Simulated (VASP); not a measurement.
A run of VASP 6.6.1 is set up as follows.

The input INCAR:

```
SYSTEM = Cr
PREC     = Accurate       ! precision mode
ENCUT    = 520            ! plane-wave cutoff, eV
EDIFF    = 1E-7           ! SCF threshold, eV
ISMEAR   = 1              ! smearing method
SIGMA    = 0.1            ! smearing width, eV
LREAL    = .FALSE.        ! projectors in reciprocal space
LASPH    = .TRUE.         ! aspherical terms in the spheres
NELM     = 120            ! most SCF steps
ALGO     = Normal         ! electronic algorithm
ISIF     = 2              ! what is computed and relaxed
LWAVE    = .FALSE.        ! write WAVECAR
LCHARG   = .FALSE.        ! write CHGCAR
LDIPOL   = .TRUE.       
IDIPOL   = 3            
DIPOL    = 0.5 0.5 0.500
GGA      = PS             ! functional
IBRION   = 2              ! ionic algorithm
NSW      = 90             ! ionic steps
EDIFFG   = -0.02          ! ionic threshold
KPAR     = 4
```

Contents of KPOINTS:

```
Automatic mesh
0
G
  9 6 1
  0 0 0
```

POSCAR

```
Cr
1.0
    3.8445820100      0.0000000000      0.0000000000
    0.0000000000      5.4370600000      0.0000000000
    0.0000000000      0.0000000000     30.3380669500
Cr
16
Direct
    1.0000000000      0.7500000000      0.3982043900
    0.5000000000      0.5000000000      0.3982043900
    1.0000000000      0.2500000000      0.3982043900
    0.5000000000      0.0000000000      0.3982043900
    1.0000000000      0.5000000000      0.4660692300
    0.5000000000      0.2500000000      0.4660692300
    1.0000000000      0.0000000000      0.4660692300
    0.5000000000      0.7500000000      0.4660692300
    1.0000000000      0.2500000000      0.5339340800
    0.5000000000      1.0000000000      0.5339340800
    0.0000000000      0.7500000000      0.5339340800
    0.5000000000      0.5000000000      0.5339340800
    1.0000000000      0.0000000000      0.6017956100
    0.5000000000      0.7500000000      0.6017956100
    0.0000000000      0.5000000000      0.6017956100
    0.5000000000      0.2500000000      0.6017956100
```

Potentials or basis: VASP PAW PBE potentials, release 64 (Cr_pv).

Run with:

```console
$ cat potpaw_PBE.64/Cr_pv/POTCAR > POTCAR
$ mpirun -np 4 vasp_std > vasp.out
```

**Question.** Estimate the band gap on the k mesh.

**Answer.** None (metal or under the smearing width).

**Question.** What does it give for the energy gained by relaxing?

**Answer.** 8.0 meV/atom.

Final structure:
```cif
data_structure
_symmetry_space_group_name_H-M 'P 1'
_symmetry_Int_Tables_number 1
_cell_length_a 3.8446
_cell_length_b 5.4371
_cell_length_c 30.3381
_cell_angle_alpha 90.000
_cell_angle_beta 90.000
_cell_angle_gamma 90.000
_cell_volume 634.16
loop_
_atom_site_label
_atom_site_type_symbol
_atom_site_fract_x
_atom_site_fract_y
_atom_site_fract_z
_atom_site_occupancy
Cr1 Cr 0.00000 0.75000 0.40057 1
Cr2 Cr 0.50000 0.50000 0.40057 1
Cr3 Cr 0.00000 0.25000 0.40057 1
Cr4 Cr 0.50000 0.00000 0.40057 1
Cr5 Cr 0.00000 0.50000 0.46622 1
Cr6 Cr 0.50000 0.25000 0.46622 1
Cr7 Cr 0.00000 0.00000 0.46622 1
Cr8 Cr 0.50000 0.75000 0.46622 1
Cr9 Cr 0.00000 0.25000 0.53379 1
Cr10 Cr 0.50000 0.00000 0.53379 1
Cr11 Cr 0.00000 0.75000 0.53379 1
Cr12 Cr 0.50000 0.50000 0.53379 1
Cr13 Cr 0.00000 0.00000 0.59943 1
Cr14 Cr 0.50000 0.75000 0.59943 1
Cr15 Cr 0.00000 0.50000 0.59943 1
Cr16 Cr 0.50000 0.25000 0.59943 1
```

Caveat: the run has no spin polarisation, though such a crystal can be magnetic. Spin polarisation is off, so any magnetic state and its effect on volume and gap are missing.
